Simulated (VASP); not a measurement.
# VO2 (P4_2/mnm) in VASP: a series of runs

Runs on VO2. Level: PBE. Tasks: relaxation of cell and atoms.

All numbers are computed with VASP 6.6.1; they aren't measurements. Logs are shortened: lines on timing, memory, paths and dates and some standing lists are left out, and cuts for length are marked.

## (1) Starting point

Symmetry: P4_2/mnm, No. 136, tetragonal system. The conventional cell has a = 4.530 Å, b = 4.530 Å, c = 2.869 Å, α = 90.00°, β = 90.00°, γ = 90.00°. V (site symmetry mmm) is surrounded by 6 O at 1.90 to 1.95 Å. O (site symmetry m2m) is surrounded by 3 V at 1.90 to 1.95 Å.

## (2) Relaxation of cell and atoms, PBE, collinear spin, ferromagnetic start

The input, INCAR:

```
SYSTEM = VO2
PREC = Accurate
ENCUT = 600
EDIFF = 1E-6
ISMEAR = 1
SIGMA = 0.1
LREAL = .FALSE.
LASPH = .TRUE.
NELM = 150
ALGO = Normal
ISIF = 3
LWAVE = .FALSE.
LCHARG = .FALSE.
ISPIN = 2
MAGMOM = 2 2 0 0 0 0
LORBIT = 11
LMAXMIX = 4
GGA = PE
IBRION = 2
NSW = 90
EDIFFG = -0.01
AMIX = 0.2
BMIX = 1E-4
AMIX_MAG = 0.8
BMIX_MAG = 1E-4
KPAR = 2
```

The input, KPOINTS:

```
regular mesh
0
G
  8 8 14
  0 0 0
```

The input, POSCAR:

```
VO2
1.0
    4.5300000000      0.0000000000      0.0000000000
    0.0000000000      4.5300000000      0.0000000000
    0.0000000000      0.0000000000      2.8690000000
V O
2 4
Direct
    0.0000000000      0.0000000000      0.0000000000
    0.5000000000      0.5000000000      0.5000000000
    0.3050000000      0.3050000000      0.0000000000
    0.1950000000      0.8050000000      0.5000000000
    0.6950000000      0.6950000000      0.0000000000
    0.8050000000      0.1950000000      0.5000000000
```

Potentials or basis: VASP PAW PBE potentials, release 64 (V_sv, O).

Launch:

```
> cat potpaw_PBE.64/V_sv/POTCAR potpaw_PBE.64/O/POTCAR > POTCAR
> mpirun -np 2 vasp_std > vasp.out
```

OUTCAR:

```text
SYSTEM = VO2
   PREC = Accurate
   ENCUT = 600
   EDIFF = 1E-6
   ISMEAR = 1
   LREAL = .FALSE.
   LASPH = .TRUE.
   NELM = 150
   ISIF = 3
   ISPIN = 2
   LORBIT = 11
   GGA = PE
   IBRION = 2
   NSW = 90
   EDIFFG = -0.01
   AMIX = 0.2
   AMIX_MAG = 0.8

 ion  position               nearest neighbor table
   1  0.000  0.000  0.000-   4 1.90   6 1.90   4 1.90   6 1.90   5 1.95   3 1.95
   2  0.500  0.500  0.500-   3 1.90   5 1.90   3 1.90   5 1.90   4 1.95   6 1.95
   3  0.305  0.305  0.000-   2 1.90   2 1.90   1 1.95
   4  0.195  0.805  0.500-   1 1.90   1 1.90   2 1.95
   5  0.695  0.695  0.000-   2 1.90   2 1.90   1 1.95
   6  0.805  0.195  0.500-   1 1.90   1 1.90   2 1.95

  LATTYP: Found a simple tetragonal cell.
 ALAT       =     4.5300000000
 C/A-ratio  =     0.6333333333

  Lattice vectors:

 A1 = (   4.5300000000,   0.0000000000,   0.0000000000)
 A2 = (   0.0000000000,   4.5300000000,   0.0000000000)
 A3 = (   0.0000000000,   0.0000000000,   2.8690000000)

Analysis of symmetry for initial positions (statically):
=====================================================================
 Subroutine PRICEL returns:
 Original cell was already a primitive cell.

 Routine SETGRP: Setting up the symmetry group for a
 simple tetragonal supercell.

 Subroutine GETGRP returns: Found 16 space group operations
 (whereof  8 operations were pure point group operations)
 out of a pool of 16 trial point group operations.

The static configuration has the point symmetry D_2h.
 The point group associated with its full space group is D_4h.

Analysis of symmetry for dynamics (positions and initial velocities):
=====================================================================
 Subroutine PRICEL returns:
 Original cell was already a primitive cell.

 Routine SETGRP: Setting up the symmetry group for a
 simple tetragonal supercell.

 Subroutine GETGRP returns: Found 16 space group operations
 (whereof  8 operations were pure point group operations)
 out of a pool of 16 trial point group operations.

The dynamic configuration has the point symmetry D_2h.
 The point group associated with its full space group is D_4h.

Analysis of structural, dynamic, and magnetic symmetry:
=====================================================================
 Subroutine PRICEL returns:
 Original cell was already a primitive cell.

 Routine SETGRP: Setting up the symmetry group for a
 simple tetragonal supercell.

 Subroutine GETGRP returns: Found 16 space group operations
 (whereof  8 operations were pure point group operations)
 out of a pool of 16 trial point group operations.

The overall configuration has the point symmetry D_2h.
 The point group associated with its full space group is D_4h.

 Subroutine INISYM returns: Found 16 space group operations
 (whereof  8 operations are pure point group operations),
 and found     1 'primitive' translations

----------------------------------------------------------------------------------------

                                     Primitive cell

  volume of cell :      58.8745

  direct lattice vectors                    reciprocal lattice vectors
     4.530000000  0.000000000  0.000000000     0.220750552  0.000000000  0.000000000
     0.000000000  4.530000000  0.000000000     0.000000000  0.220750552  0.000000000
     0.000000000  0.000000000  2.869000000     0.000000000  0.000000000  0.348553503

  length of vectors
     4.530000000  4.530000000  2.869000000     0.220750552  0.220750552  0.348553503

  position of ions in fractional coordinates (direct lattice)
     0.000000000  0.000000000  0.000000000
     0.500000000  0.500000000  0.500000000
     0.305000000  0.305000000  0.000000000
     0.195000000  0.805000000  0.500000000
     0.695000000  0.695000000  0.000000000
     0.805000000  0.195000000  0.500000000

  ion indices of the primitive-cell ions
   primitive index   ion index
                 1           1
                 2           2
                 3           3
                 4           4
                 5           5
                 6           6

----------------------------------------------------------------------------------------

 KPOINTS: regular mesh

Automatic generation of k-mesh.
 Grid dimensions read from file:
 generate k-points for:    8    8   14

 Generating k-lattice:

  Cartesian coordinates                     Fractional coordinates (reciprocal lattice)
     0.027593819  0.000000000  0.000000000     0.125000000  0.000000000  0.000000000
     0.000000000  0.027593819  0.000000000     0.000000000  0.125000000  0.000000000
     0.000000000  0.000000000  0.024896679     0.000000000  0.000000000  0.071428571

  Length of vectors
     0.027593819  0.027593819  0.024896679

  Shift w.r.t. Gamma in fractional coordinates (k-lattice)
     0.000000000  0.000000000  0.000000000

 Subroutine IBZKPT returns following result:
 ===========================================

 Found    120 irreducible k-points:

 Following reciprocal coordinates:
            Coordinates               Weight
  0.000000  0.000000  0.000000      1.000000
  0.125000  0.000000  0.000000      4.000000
  0.250000  0.000000  0.000000      4.000000
  0.375000  0.000000  0.000000      4.000000
  0.500000  0.000000  0.000000      2.000000
  0.125000  0.125000  0.000000      4.000000
[... 16 lines left out ...]
  0.375000  0.125000  0.071429     16.000000
  0.500000  0.125000  0.071429      8.000000
 [... further k-points ...]
   k-points           NKPTS =    120   k-points in BZ     NKDIM =    120   number of bands    NBANDS=     32
   number of dos      NEDOS =    301   number of ions     NIONS =      6
   total plane-waves  NPLWV =  31104
   dimension x,y,z NGX =    36 NGY =   36 NGZ =   24
   dimension x,y,z NGXF=    72 NGYF=   72 NGZF=   48
   ions per type =               2   4
   NGX,Y,Z   is equivalent  to a cutoff of  13.21, 13.21, 13.91 a.u.
   NGXF,Y,Z  is equivalent  to a cutoff of  26.42, 26.42, 27.81 a.u.
 SYSTEM =  VO2
   PREC   = accura    normal or accurate (medium, high low for compatibility)
   ISTART =      0    job   : 0-new  1-cont  2-samecut
   ICHARG =      2    charge: 1-file 2-atom 10-const
   ISPIN  =      2    spin polarized calculation?
   LNONCOLLINEAR =      F non collinear calculations
   LSORBIT =      F    spin-orbit coupling
   LASPH  =      T    aspherical Exc in radial PAW
   ENCUT  =  600.0 eV  44.10 Ry    6.64 a.u.   9.05  9.05  5.73*2*pi/ulx,y,z
   NELM   =    150;   NELMIN=  2; NELMDL= -5     # of ELM steps
   EDIFF  = 0.1E-05   stopping-criterion for ELM
   LREAL  =      F    real-space projection
   EDIFFG = -.1E-01   stopping-criterion for IOM
   NSW    =     90    number of steps for IOM
   IBRION =      2    ionic relax: 0-MD 1-quasi-New 2-CG
   NFREE  =      1    steps in history (QN), initial steepest desc. (CG)
   ISIF   =      3    stress and relaxation
   ISYM   =      2    0-nonsym 1-usesym 2-fastsym
   POTIM  = 0.5000    time-step for ionic-motion
   TEBEG  =    0.0;   TEEND  =   0.0 temperature during run
   PSTRESS=    0.0 pullay stress
   NELECT =      50.0000    total number of electrons
   NUPDOWN=      -1.0000    fix difference up-down
   EMIN   =  10.00;   EMAX   =-10.00  energy-range for DOS
   EFERMI =   0.00;   METHOD = LEGACY
   ISMEAR =     1;   SIGMA  =   0.10  broadening in eV -4-tet -1-fermi 0-gaus
   EFERMI_NEDOS =   21; number of points for ismear=-14 and -15
   IALGO  =     38    algorithm
   IMIX   =      4    mixing-type and parameters
     AMIX     =   0.20;   BMIX     =  0.00
     AMIX_MAG =   0.80;   BMIX_MAG =  0.00
  volume/ion in A,a.u.               =       9.81        66.22
  Fermi-wavevector in a.u.,A,eV,Ry     =   1.550324  2.929688 32.701671  2.403505
  Thomas-Fermi vector in A             =   2.655004
   LORBIT       =     11    0 simple, 1 ext, 2 COOP (PROOUT), +10 PAW based schemes
   GGA     = PE    functional components
   LHFCALC =     F    Hartree Fock is set to
   AEXX    =    0.0000 exact exchange contribution
   IVDW    =     0    specifies the selected vdW correction
   LEPSILON=     F    determine dielectric tensor
   LRPA    =     F    only Hartree local field effects (RPA)
 conjugate gradient relaxation of ions
 spin polarized calculation
 Methfessel and Paxton  Order N= 1 SIGMA  =   0.10
  energy-cutoff  :      600.00
  volume of cell :       58.87
 maximum number of plane-waves:      1984
   NGX = 19   NGY = 19   NGZ = 11

--------------------------------------- Ionic step        1  -------------------------------------------

 number of electron      49.9999991 magnetization       2.0000597

 Free energy of the ion-electron system (eV)
  ---------------------------------------------------
  ext. energy  EPLUGINS =         0.00000000
  ---------------------------------------------------
  free energy    TOTEN  =       -51.89950201 eV

  energy without entropy =      -51.90044242  energy(sigma->0) =      -51.89981548

------------------------ aborting loop because EDIFF is reached ----------------------------------------

  FORCE on cell =-STRESS in cart. coord.  units (eV):
  Direction    XX          YY          ZZ          XY          YZ          ZX
  --------------------------------------------------------------------------------------
  -------------------------------------------------------------------------------------
  Total        2.3793782      2.3793782      0.9722221      0.0000000      0.0000000      0.0000000
  in kB       64.7510927     64.7510927     26.4575188      0.0000000      0.0000000      0.0000000
  external PRESSURE =      51.9865681 kB  Pullay stress =       0.0000000 kB
[... 145 lines left out ...]
  energy  without entropy=      -51.9642913540  energy(sigma->0) =      -51.96423795

--------------------------------------- Ionic step        5  -------------------------------------------

 number of electron      49.9999979 magnetization       2.0006396

 Free energy of the ion-electron system (eV)
  ---------------------------------------------------
  ext. energy  EPLUGINS =         0.00000000
  ---------------------------------------------------
  free energy    TOTEN  =       -51.96478124 eV

  energy without entropy =      -51.96481402  energy(sigma->0) =      -51.96479217

 E-fermi :   6.1382     XC(G=0): -11.6978

 val. band max:        6.1311342695   @ k =   0.1250   0.1250   0.2857
 cond. band min:       6.1497281843   @ k =   0.3750   0.1250   0.0714
 fundamental gap:      0.0185939148
 Fermi energy:         6.1381914147

 spin component 1

 k-point     1 :       0.0000    0.0000    0.0000
  band No.  band energies     occupation
      1     -59.9548      1.00000
      2     -59.9463      1.00000
      3     -33.7792      1.00000
      4     -33.7792      1.00000
      5     -33.7047      1.00000
      6     -33.6985      1.00000
[... 829 lines left out ...]
     31       9.5312      0.00000
     32       9.5312      0.00000

 [... further k-points ...]

 spin component 2

 k-point     1 :       0.0000    0.0000    0.0000
  band No.  band energies     occupation
      1     -58.8487      1.00000
      2     -58.8396      1.00000
      3     -32.6843      1.00000
      4     -32.6843      1.00000
      5     -32.6385      1.00000
      6     -32.6195      1.00000
[... 864 lines left out ...]
  FREE ENERGIE OF THE ION-ELECTRON SYSTEM (eV)
  ---------------------------------------------------
  free  energy   TOTEN  =       -51.9647812402 eV

  energy  without entropy=      -51.9648140185  energy(sigma->0) =      -51.96479217

 reached required accuracy - stopping structural energy minimisation

 total charge

# of ion       s       p       d       tot
------------------------------------------
    1        2.280   6.331   2.899  11.509
    2        2.280   6.331   2.899  11.509
    3        1.569   3.473   0.000   5.042
    4        1.569   3.473   0.000   5.042
    5        1.569   3.473   0.000   5.042
    6        1.569   3.473   0.000   5.042
--------------------------------------------------
tot         10.835  26.553   5.798  43.186

 magnetization (x)

# of ion       s       p       d       tot
------------------------------------------
    1        0.013   0.012   1.026   1.051
    2        0.013   0.012   1.026   1.051
    3       -0.002  -0.052   0.000  -0.054
    4       -0.002  -0.052   0.000  -0.054
    5       -0.002  -0.052   0.000  -0.054
    6       -0.002  -0.052   0.000  -0.054
--------------------------------------------------
tot          0.018  -0.184   2.052   1.886
```

It took 11 min on 2 MPI ranks of Intel Xeon Platinum 8259CL at 2.50GHz (Skylake/Cascade Lake), shared host; peak memory 0.47 GiB.

Results:

```
Free energy                                           : -51.9648 eV
Relaxed volume                                        : 9.97 Å³/atom
Relaxed cell                                          : a = 4.588 Å, b = 4.588 Å, c = 2.841 Å, α = 90.00°, β = 90.00°, γ = 90.00°
Space group after relaxing (to 0.05 Å)                : P4_2/mnm (No. 136)
Energy gained by relaxing                             : 10.9 meV/atom
Ionic steps                                           : 5
Pressure after relaxing                               : -0.1 GPa
Largest force after relaxing                          : 0.006 eV/Å
Band gap on the k mesh                                : none (metal or under the smearing width)
Net moment                                            : 2.00 μB per cell
Site moments                                          : V +1.05; O -0.05 μB
Valence electrons inside the program's atomic spheres : V 11.51; O 5.04
```

Forces on the atoms (eV/Å):
```
V    0.000  0.000  0.000
V    0.000  0.000  0.000
O   -0.004 -0.004  0.000
O    0.004 -0.004  0.000
O    0.004  0.004  0.000
O   -0.004  0.004  0.000
```

Stress tensor (GPa, compression positive):
```
-0.11  0.00  0.00
 0.00 -0.11  0.00
 0.00  0.00 -0.03
```

Step by step:
```csv
step,energy change (eV),largest force (eV/Å),pressure (GPa),volume (Å³)
1,0.0000,0.6140,5.20,58.87
2,-0.0196,0.1049,-6.89,61.63
3,-0.0473,0.1810,-2.00,60.40
4,-0.0647,0.0346,-0.39,59.91
5,-0.0653,0.0056,-0.09,59.81
```

Final structure:
```yaml
crystal:
  lattice:
    - [4.58807, 0.00000, 0.00000]
    - [0.00000, 4.58807, 0.00000]
    - [0.00000, 0.00000, 2.84127]
  atoms:
    - { symbol: V, position: [0.00000, 0.00000, 0.00000] }
    - { symbol: V, position: [0.50000, 0.50000, 0.50000] }
    - { symbol: O, position: [0.29989, 0.29989, 0.00000] }
    - { symbol: O, position: [0.20011, 0.79989, 0.50000] }
    - { symbol: O, position: [0.70011, 0.70011, 0.00000] }
    - { symbol: O, position: [0.79989, 0.20011, 0.50000] }
```

Caveat: semilocal functionals often make such compounds metallic where correlation or magnetic order opens a gap, which also shifts bond lengths.

## (3) Relaxation of cell and atoms, PBE, collinear spin, ferromagnetic start

This run uses another cell than the first one, of 9.97 Å³/atom, 1.016 times its volume.

Edit INCAR of step 2 so:

```diff
@@ -3,3 +3,3 @@
 ENCUT = 600
-EDIFF = 1E-6
+EDIFF = 1E-7
 ISMEAR = 1
@@ -20,3 +20,3 @@
 NSW = 90
-EDIFFG = -0.01
+EDIFFG = -0.005
 AMIX = 0.2
```

KPOINTS is that of step 2.

The input, POSCAR:

```
VO2                                     
1.0
    4.5880663825      0.0000000000      0.0000000000
   -0.0000000000      4.5880663825      0.0000000000
    0.0000000000      0.0000000000      2.8412718297
  V               O             
     2     4
Direct
     0.0000000000000000    0.0000000000000000    0.0000000000000000
     0.5000000000000000    0.5000000000000000    0.5000000000000000
     0.2998905028436959    0.2998905028436959    0.0000000000000000
     0.2001094971563042    0.7998905028436958    0.5000000000000000
     0.7001094971563042    0.7001094971563042    0.0000000000000000
     0.7998905028436958    0.2001094971563042    0.5000000000000000
```

Potentials or basis: VASP PAW PBE potentials, release 64 (V_sv, O).

Launch:

```
> cat potpaw_PBE.64/V_sv/POTCAR potpaw_PBE.64/O/POTCAR > POTCAR
> mpirun -np 2 vasp_std > vasp.out
```

It took 8.7 min on 2 MPI ranks of Intel Xeon Platinum 8259CL at 2.50GHz (Skylake/Cascade Lake), shared host; peak memory 0.49 GiB.

The run converged. Its results:

```yaml
Free_energy: -51.9675 eV
Relaxed_volume: 9.96 Å³/atom
Relaxed_cell: a = 4.587 Å, b = 4.587 Å, c = 2.842 Å, α = 90.00°, β = 90.00°, γ = 90.00°
Space_group_after_relaxing_to_0.05_Å: P4_2/mnm (No. 136)
Energy_gained_by_relaxing: 0.0 meV/atom
Ionic_steps: 4
Pressure_after_relaxing: 0.0 GPa
Band_gap_on_the_k_mesh: none (metal or under the smearing width)
Net_moment: 2.00 μB per cell
Site_moments: V +1.05; O -0.05 μB
Valence_electrons_inside_the_program's_atomic_spheres: V 11.51; O 5.04
```

Final structure:
```
V O
1.0
     4.58653    0.00000    0.00000
     0.00000    4.58653    0.00000
     0.00000    0.00000    2.84154
V O
2 4
Direct
  0.00000 0.00000 0.00000
  0.50000 0.50000 0.50000
  0.29981 0.29981 0.00000
  0.20019 0.79981 0.50000
  0.70019 0.70019 0.00000
  0.79981 0.20019 0.50000
```

Levels at points of the mesh, in eV from the Fermi level:
Spin up:
| k point | band 22 | band 23 | band 24 | band 25 | band 26 | band 27 | band 28 | band 29 | band 30 | band 31 |
| --- | --- | --- | --- | --- | --- | --- | --- | --- | --- | --- |
| (0.00, 0.00, 0.00) | -1.90 | -1.90 | -1.49 | -1.02 | -0.79 | -0.34 | -0.34 | -0.23 | 1.77 | 1.88 |
| (0.50, 0.00, 0.00) | -3.14 | -2.16 | -2.16 | -0.33 | -0.33 | 0.27 | 0.27 | 0.97 | 0.97 | 3.58 |
| (0.50, 0.50, 0.00) | -2.74 | -2.67 | -2.67 | -0.99 | -0.99 | -0.32 | -0.32 | 1.36 | 1.36 | 3.21 |
| (0.00, 0.00, 0.50) | -3.93 | -3.09 | -3.09 | 0.39 | 0.39 | 0.55 | 0.55 | 1.01 | 1.01 | 2.93 |
| (0.50, 0.00, 0.50) | -3.77 | -2.46 | -2.46 | -0.84 | -0.84 | 0.54 | 0.54 | 1.28 | 1.28 | 2.29 |
| (0.50, 0.50, 0.50) | -2.91 | -2.21 | -2.21 | 0.08 | 0.08 | 0.43 | 0.43 | 0.55 | 0.55 | 3.46 |
Spin down:
| k point | band 21 | band 22 | band 23 | band 24 | band 25 | band 26 | band 27 | band 28 |
| --- | --- | --- | --- | --- | --- | --- | --- | --- |
| (0.00, 0.00, 0.00) | -2.11 | -1.99 | -1.99 | -1.49 | 0.19 | 0.23 | 0.82 | 0.94 |
| (0.50, 0.00, 0.00) | -3.05 | -3.05 | -2.24 | -2.24 | 0.78 | 0.78 | 1.48 | 1.48 |
| (0.50, 0.50, 0.00) | -2.79 | -2.79 | -2.74 | -2.74 | 0.14 | 0.14 | 0.96 | 0.96 |
| (0.00, 0.00, 0.50) | -3.84 | -3.84 | -3.06 | -3.06 | 1.37 | 1.37 | 1.75 | 1.75 |
| (0.50, 0.00, 0.50) | -3.57 | -3.57 | -2.57 | -2.57 | 0.33 | 0.33 | 1.73 | 1.73 |
| (0.50, 0.50, 0.50) | -2.83 | -2.83 | -2.23 | -2.23 | 1.05 | 1.05 | 1.47 | 1.47 |

Caveat: semilocal functionals often make such compounds metallic where correlation or magnetic order opens a gap, which also shifts bond lengths.
